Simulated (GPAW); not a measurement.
Runs of GPAW 26.7.0 on SnTe. It takes space group Fm-3m (No. 225, cubic). The conventional cell has a = 6.302 Å, b = 6.302 Å, c = 6.302 Å, α = 90.00°, β = 90.00°, γ = 90.00°. Te (site symmetry m-3m) is surrounded by 6 Sn at 3.15 Å. Around Sn (site symmetry m-3m) lie 6 Te at 3.15 Å. 

| task | level | potentials or basis | k mesh | cutoff (eV) | smearing | maxiter | band path | band points | response ecut | response k mesh | grid spacing | mesh quality | gap on the mesh (eV) |
| --- | --- | --- | --- | --- | --- | --- | --- | --- | --- | --- | --- | --- | --- |
| band structure | PBE | GPAW PAW data sets (gpaw-data 1.2.1), lcao:dzp | 6 × 6 × 6 | - | fermi-dirac 0.05 eV | 150 | GXWKGLUWLK,UX | 100 | - | - | 0.2 Å | not flagged | 0.04 |
| dielectric tensor | PBEsol | PAW data sets generated in the run's folder for this functional, pw | 6 × 6 × 6 | 400 | fermi-dirac 0.001 eV | 150 | - | - | 80 eV | 18 × 18 × 18 | - | not flagged | 0.15 |
| dielectric tensor | RPBE | the program's PAW data sets (release 1.2.1) made for this functional, pw | 6 × 6 × 6 | 400 | fermi-dirac 0.001 eV | 150 | - | - | 80 eV | 18 × 18 × 18 | - | not flagged | 0.08 |
| dielectric tensor | PBE | GPAW PAW data sets (gpaw-data 1.2.1), pw | 6 × 6 × 6 | 400 | fermi-dirac 0.001 eV | 150 | - | - | 80 eV | 18 × 18 × 18 | - | not flagged | 0.10 |
| dielectric tensor | AM05 | PAW data sets generated in the run's folder for this functional, pw | 6 × 6 × 6 | 400 | fermi-dirac 0.001 eV | 150 | - | - | 80 eV | 18 × 18 × 18 | - | not flagged | (a) |
| dielectric tensor | LDA | the program's PAW data sets (release 1.2.1) made for this functional, pw | 6 × 6 × 6 | 400 | fermi-dirac 0.001 eV | 150 | - | - | 80 eV | 18 × 18 × 18 | - | not flagged | (b) |

Alike in all rows: no spin polarisation; cell as given.

**Question.** Estimate the missing entries.

**Answer.** (a) 0.12; (b) 0.11.

Caveats: spin-orbit coupling is left out, which moves the levels of the heavy elements; the gap is small at this level, which inflates the dielectric constant (some runs); the long-wavelength limit can be off by a per cent or two (some runs); the basis of atomic orbitals isn't converged, which shifts pressures, moduli and gaps (some runs).

A k mesh can miss the band edges, and the runs leave out spin-orbit coupling on Sn, Te.
